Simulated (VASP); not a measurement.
AlP:

```
CELL_PARAMETERS angstrom
0.00000 2.72550 2.72550
2.72550 0.00000 2.72550
2.72550 2.72550 0.00000
ATOMIC_POSITIONS crystal
Al 0.00000 0.00000 0.00000
P 0.25000 0.25000 0.25000
```

Program: VASP 6.6.1. Alike in all runs: task single point; no spin polarisation; cell as given; smearing fermi-dirac 0.02 eV. Hardware: 4 MPI ranks on Intel(R) Xeon(R) Platinum 8488C (Sapphire Rapids) (shared host).

Task: Order these runs on this cell by their wall time, lowest first.
A. level LDA; potentials or basis VASP PAW LDA potentials, release 64 (Al, P); k mesh 4 × 4 × 4; cutoff (eV) 300; mesh quality coarse
B. level LDA; potentials or basis VASP PAW LDA potentials, release 64 (Al, P); k mesh 7 × 7 × 7; cutoff (eV) 520; mesh quality not flagged
C. level HSE06; potentials or basis VASP PAW PBE potentials, release 64 (Al, P); k mesh 5 × 5 × 5; cutoff (eV) 520; grid for exact exchange (PRECFOCK) Fast; screening parameter 0.2 1/A; mesh quality not flagged

Result: A (1.5 s), B (3.4 s), C (21 s).

Caveats: some runs use coarse meshes.
